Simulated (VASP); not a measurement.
# ZnS (F-43m) in VASP: a series of runs

The runs below take ZnS through single point, with PBE.

Program: VASP 6.6.1. These are calculated values, not measurements. Logs are shortened: lines on timing, memory, paths and dates and some standing lists are left out, and cuts for length are marked.

**1. The structure**

The structure is cubic, space group F-43m (No. 216). Conventional cell: a = 5.404 Å, b = 5.404 Å, c = 5.404 Å, α = 90.00°, β = 90.00°, γ = 90.00°. Zn (site symmetry -43m) has 4 S at 2.34 Å as nearest neighbours. S (site symmetry -43m) is surrounded by 4 Zn at 2.34 Å.

**2. Single point, PBE, spin-orbit coupling, no magnetisation**

The input, INCAR:

```
SYSTEM = ZnS
PREC = Accurate
ENCUT = 400
EDIFF = 1E-7
ISMEAR = 0
SIGMA = 0.02
LREAL = .False.
LASPH = .True.
NELM = 100
ALGO = Normal
ISIF = 2
LWAVE = .False.
LCHARG = .False.
LNONCOLLINEAR = .True.
MAGMOM = 0 0 0 0 0 0
LORBIT = 11
LSORBIT = .True.
GGA_COMPAT = .False.
GGA = PE
NBANDS = 34
```

The input, KPOINTS:

```
Automatic mesh
0
Gamma
  7 7 7
  0 0 0
```

The input, POSCAR:

```
ZnS
1.0
    0.0000000000      2.7020000000      2.7020000000
    2.7020000000      0.0000000000      2.7020000000
    2.7020000000      2.7020000000      0.0000000000
Zn S
1 1
Direct
    0.7500000000      0.7500000000      0.7500000000
    0.0000000000      0.0000000000      0.0000000000
```

Potentials or basis: VASP PAW PBE potentials, release 64 (Zn, S).

Run with:

```bash
$ cat potpaw_PBE.64/Zn/POTCAR potpaw_PBE.64/S/POTCAR > POTCAR
$ mpirun -np 1 vasp_ncl > vasp.out
```

OUTCAR:

```text
SYSTEM = ZnS
   PREC = Accurate
   ENCUT = 400
   EDIFF = 1E-7
   ISMEAR = 0
   LREAL = .False.
   LASPH = .True.
   NELM = 100
   ISIF = 2
   LNONCOLLINEAR = .True.
   LORBIT = 11
   LSORBIT = .True.
   GGA = PE

 Found     30 irreducible k-points:

 Following reciprocal coordinates:
            Coordinates               Weight
  0.000000  0.000000  0.000000      1.000000
  0.142857  0.000000  0.000000      4.000000
 -0.142857  0.000000  0.000000      4.000000
  0.285714  0.000000  0.000000      4.000000
 -0.285714  0.000000  0.000000      4.000000
  0.428571  0.000000  0.000000      4.000000
   k-points           NKPTS =     30   k-points in BZ     NKDIM =     30   number of bands    NBANDS=     34
   number of dos      NEDOS =    301   number of ions     NIONS =      2
   total plane-waves  NPLWV =  21952
   dimension x,y,z NGX =    28 NGY =   28 NGZ =   28
   dimension x,y,z NGXF=    56 NGYF=   56 NGZF=   56
   ions per type =               1   1
   NGX,Y,Z   is equivalent  to a cutoff of  12.18, 12.18, 12.18 a.u.
   NGXF,Y,Z  is equivalent  to a cutoff of  24.36, 24.36, 24.36 a.u.
 SYSTEM =  ZnS
   PREC   = accura    normal or accurate (medium, high low for compatibility)
   ISTART =      0    job   : 0-new  1-cont  2-samecut
   ICHARG =      2    charge: 1-file 2-atom 10-const
   ISPIN  =      1    spin polarized calculation?
   LNONCOLLINEAR =      T non collinear calculations
   LSORBIT =      T    spin-orbit coupling
   LASPH  =      T    aspherical Exc in radial PAW
   ENCUT  =  400.0 eV  29.40 Ry    5.42 a.u.   6.23  6.23  6.23*2*pi/ulx,y,z
   NELM   =    100;   NELMIN=  2; NELMDL= -5     # of ELM steps
   EDIFF  = 0.1E-06   stopping-criterion for ELM
   LREAL  =      F    real-space projection
   EDIFFG = 0.1E-05   stopping-criterion for IOM
   NSW    =      0    number of steps for IOM
   IBRION =     -1    ionic relax: 0-MD 1-quasi-New 2-CG
   NFREE  =      0    steps in history (QN), initial steepest desc. (CG)
   ISIF   =      2    stress and relaxation
   ISYM   =      2    0-nonsym 1-usesym 2-fastsym
   POTIM  = 0.5000    time-step for ionic-motion
   TEBEG  =    0.0;   TEEND  =   0.0 temperature during run
   PSTRESS=    0.0 pullay stress
   NELECT =      18.0000    total number of electrons
   NUPDOWN=      -1.0000    fix difference up-down
   EMIN   =  10.00;   EMAX   =-10.00  energy-range for DOS
   EFERMI =   0.00;   METHOD = LEGACY
   ISMEAR =     0;   SIGMA  =   0.02  broadening in eV -4-tet -1-fermi 0-gaus
   EFERMI_NEDOS =   21; number of points for ismear=-14 and -15
   IALGO  =     38    algorithm
   IMIX   =      4    mixing-type and parameters
     AMIX     =   0.40;   BMIX     =  1.00
     AMIX_MAG =   1.60;   BMIX_MAG =  1.00
  volume/ion in A,a.u.               =      19.73       133.12
  Fermi-wavevector in a.u.,A,eV,Ry     =   1.260290  2.381602 21.610537  1.588330
  Thomas-Fermi vector in A             =   2.393807
   LORBIT       =     11    0 simple, 1 ext, 2 COOP (PROOUT), +10 PAW based schemes
   GGA     = PE    functional components
   LHFCALC =     F    Hartree Fock is set to
   AEXX    =    0.0000 exact exchange contribution
   IVDW    =     0    specifies the selected vdW correction
   LEPSILON=     F    determine dielectric tensor
   LRPA    =     F    only Hartree local field effects (RPA)
 Gauss-broadening in eV      SIGMA  =   0.02
  energy-cutoff  :      400.00
  volume of cell :       39.45
 maximum number of plane-waves:      1452
 NGX is ok and might be reduce to    28
   NGX = 13   NGY = 13   NGZ = 13

 number of electron      18.0000000 magnetization       0.0000000      0.0000000      0.0000000

 number of electron      18.0000000 magnetization      -0.0000000     -0.0000000      0.0000000

 number of electron      18.0000000 magnetization       0.0000000     -0.0000000      0.0000000

 Free energy of the ion-electron system (eV)
  ---------------------------------------------------
  ext. energy  EPLUGINS =         0.00000000
  ---------------------------------------------------
  free energy    TOTEN  =        -6.85003594 eV

  energy without entropy =       -6.85003594  energy(sigma->0) =       -6.85003594

 E-fermi :   2.2220     XC(G=0):  -9.6300

 val. band max:        2.1283955975   @ k =   0.0000   0.0000   0.0000
 cond. band min:       4.2208158453   @ k =   0.0000   0.0000   0.0000
 fundamental gap:      2.0924202478
 Fermi energy:         2.2219839743

 k-point     1 :       0.0000    0.0000    0.0000
  band No.  band energies     occupation
      1     -11.0333      1.00000
      2     -11.0333      1.00000
      3      -4.3320      1.00000
      4      -4.3320      1.00000
      5      -4.3320      1.00000
      6      -4.3320      1.00000
[... 22 lines left out ...]
     29      13.8710      0.00000
     30      13.8710      0.00000

 k-point     2 :       0.1429    0.0000    0.0000
  band No.  band energies     occupation
      1     -10.8823      1.00000
      2     -10.8823      1.00000
      3      -4.3298      1.00000
      4      -4.3143      1.00000
      5      -4.3143      1.00000
      6      -4.2986      1.00000
[... 22 lines left out ...]
     29      13.1852      0.00000
     30      13.1938      0.00000

 k-point     3 :      -0.1429    0.0000    0.0000
  band No.  band energies     occupation
      1     -10.8823      1.00000
      2     -10.8823      1.00000
      3      -4.3298      1.00000
      4      -4.3143      1.00000
      5      -4.3143      1.00000
      6      -4.2986      1.00000
[... 22 lines left out ...]
     29      13.1852      0.00000
     30      13.1938      0.00000

 k-point     4 :       0.2857    0.0000    0.0000
  band No.  band energies     occupation
      1     -10.5077      1.00000
      2     -10.5077      1.00000
      3      -4.3024      1.00000
      4      -4.2617      1.00000
      5      -4.2226      1.00000
      6      -4.2226      1.00000
[... 22 lines left out ...]
     29      13.2669      0.00000
     30      13.2867      0.00000

 k-point     5 :      -0.2857    0.0000    0.0000
  band No.  band energies     occupation
      1     -10.5077      1.00000
      2     -10.5077      1.00000
      3      -4.3024      1.00000
      4      -4.2617      1.00000
      5      -4.2226      1.00000
      6      -4.2226      1.00000
[... 22 lines left out ...]
     29      13.2669      0.00000
     30      13.2867      0.00000

 k-point     6 :       0.4286    0.0000    0.0000
  band No.  band energies     occupation
      1     -10.1612      1.00000
      2     -10.1612      1.00000
      3      -4.2739      1.00000
      4      -4.2558      1.00000
      5      -4.0292      1.00000
      6      -4.0292      1.00000
[... 22 lines left out ...]
     29      14.8897      0.00000
     30      14.8897      0.00000

 [... further k-points ...]

 [bands above 30 left out]

------------------------ aborting loop because EDIFF is reached ----------------------------------------

  FORCE on cell =-STRESS in cart. coord.  units (eV):
  Direction    XX          YY          ZZ          XY          YZ          ZX
  --------------------------------------------------------------------------------------
  -------------------------------------------------------------------------------------
  Total        0.3684690      0.3684690      0.3684690      0.0000000      0.0000000     -0.0000000
  in kB       14.9632366     14.9632366     14.9632366      0.0000000      0.0000000     -0.0000000
  external PRESSURE =      14.9632366 kB  Pullay stress =       0.0000000 kB

 VOLUME and BASIS-vectors are now :
 -----------------------------------------------------------------------------
  energy-cutoff  :      400.00
  volume of cell :       39.45
      direct lattice vectors                 reciprocal lattice vectors
     0.000000000  2.702000000  2.702000000    -0.185048113  0.185048113  0.185048113
     2.702000000  0.000000000  2.702000000     0.185048113 -0.185048113  0.185048113
     2.702000000  2.702000000  0.000000000     0.185048113  0.185048113 -0.185048113

 POSITION                                       TOTAL-FORCE (eV/Angst)
 -----------------------------------------------------------------------------------
      4.05300      4.05300      4.05300        -0.000000      0.000000     -0.000000
      0.00000      0.00000      0.00000         0.000000     -0.000000      0.000000
 -----------------------------------------------------------------------------------
    total drift:                                0.000001      0.000001      0.000001

  FREE ENERGIE OF THE ION-ELECTRON SYSTEM (eV)
  ---------------------------------------------------
  free  energy   TOTEN  =        -6.8500359377 eV

  energy  without entropy=       -6.8500359377  energy(sigma->0) =       -6.85003594

 Spin-Orbit-Coupling matrix elements

 Ion:    1  E_soc:     -0.0083542
 l=   1
     0.0000000    -0.0004090    -0.0004090
    -0.0004090     0.0000000    -0.0004090
    -0.0004090    -0.0004090     0.0000000
 l=   2
     0.0000000    -0.0002008     0.0000000    -0.0002008    -0.0007826
    -0.0002008     0.0000000    -0.0005869    -0.0002008    -0.0001956
     0.0000000    -0.0005869     0.0000000    -0.0005869     0.0000000
    -0.0002008    -0.0002008    -0.0005869     0.0000000    -0.0001956
    -0.0007826    -0.0001956     0.0000000    -0.0001956     0.0000000
 l=   3
     0.0000000     0.0000000     0.0000000     0.0000000     0.0000000     0.0000000     0.0000000
     0.0000000     0.0000000     0.0000000     0.0000000     0.0000000     0.0000000     0.0000000
     0.0000000     0.0000000     0.0000000     0.0000000     0.0000000     0.0000000     0.0000000
     0.0000000     0.0000000     0.0000000     0.0000000     0.0000000     0.0000000     0.0000000
     0.0000000     0.0000000     0.0000000     0.0000000     0.0000000     0.0000000     0.0000000
     0.0000000     0.0000000     0.0000000     0.0000000     0.0000000     0.0000000     0.0000000
     0.0000000     0.0000000     0.0000000     0.0000000     0.0000000     0.0000000     0.0000000

 Ion:    2  E_soc:     -0.0017789
 l=   1
     0.0000000    -0.0002965    -0.0002965
    -0.0002965     0.0000000    -0.0002965
    -0.0002965    -0.0002965     0.0000000
 l=   2
     0.0000000     0.0000000     0.0000000     0.0000000     0.0000000
     0.0000000     0.0000000     0.0000000     0.0000000     0.0000000
     0.0000000     0.0000000     0.0000000     0.0000000     0.0000000
     0.0000000     0.0000000     0.0000000     0.0000000     0.0000000
     0.0000000     0.0000000     0.0000000     0.0000000     0.0000000
 l=   3
     0.0000000     0.0000000     0.0000000     0.0000000     0.0000000     0.0000000     0.0000000
     0.0000000     0.0000000     0.0000000     0.0000000     0.0000000     0.0000000     0.0000000
     0.0000000     0.0000000     0.0000000     0.0000000     0.0000000     0.0000000     0.0000000
     0.0000000     0.0000000     0.0000000     0.0000000     0.0000000     0.0000000     0.0000000
     0.0000000     0.0000000     0.0000000     0.0000000     0.0000000     0.0000000     0.0000000
     0.0000000     0.0000000     0.0000000     0.0000000     0.0000000     0.0000000     0.0000000
     0.0000000     0.0000000     0.0000000     0.0000000     0.0000000     0.0000000     0.0000000

 total charge

# of ion       s       p       d       tot
------------------------------------------
    1        0.520   0.476   9.799  10.795
    2        1.315   2.436   0.000   3.751
--------------------------------------------------
tot          1.835   2.913   9.799  14.546

 magnetization (x)

# of ion       s       p       d       tot
------------------------------------------
    1       -0.000   0.000   0.000  -0.000
    2        0.000   0.000   0.000   0.000
--------------------------------------------------
tot         -0.000   0.000   0.000  -0.000

 magnetization (y)

# of ion       s       p       d       tot
------------------------------------------
    1        0.000   0.000  -0.000   0.000
    2        0.000  -0.000   0.000  -0.000
--------------------------------------------------
tot          0.000  -0.000  -0.000  -0.000

 magnetization (z)

# of ion       s       p       d       tot
------------------------------------------
    1       -0.000   0.000   0.000   0.000
    2       -0.000   0.000   0.000   0.000
--------------------------------------------------
tot         -0.000   0.000   0.000   0.000
```

It took 45 s on 1 thread of AMD EPYC 9R45 (Zen 5), shared host; peak memory 0.22 GiB.

These settings aren't checked as converged: the numbers below hold their error.

Results:

```yaml
Free_energy: -6.8500 eV
Pressure: 1.5 GPa
Valence_electrons_inside_the_program's_atomic_spheres: Zn 10.79; S 3.75
```

**3. Single point, PBE, spin-orbit coupling, no magnetisation**

Changes to INCAR since step 2:

```diff
@@ -2,3 +2,3 @@
 PREC = Accurate
-ENCUT = 400
+ENCUT = 650
 EDIFF = 1E-7
```

The input, KPOINTS:

```
Automatic mesh
0
Gamma
  6 6 6
  0 0 0
```

POSCAR is that of step 2.

Potentials or basis: VASP PAW PBE potentials, release 64 (Zn, S).

Run with:

```bash
$ cat potpaw_PBE.64/Zn/POTCAR potpaw_PBE.64/S/POTCAR > POTCAR
$ mpirun -np 1 vasp_ncl > vasp.out
```

It took 46 s on 1 thread of AMD EPYC 9R45 (Zen 5), shared host; peak memory 0.3 GiB.

These settings aren't checked as converged: the numbers below hold their error.

What came out:

```
Free energy                                           : -6.8492 eV
Pressure                                              : 1.8 GPa
Valence electrons inside the program's atomic spheres : Zn 10.80; S 3.75
```

(Part 1 of 2 ends here.)
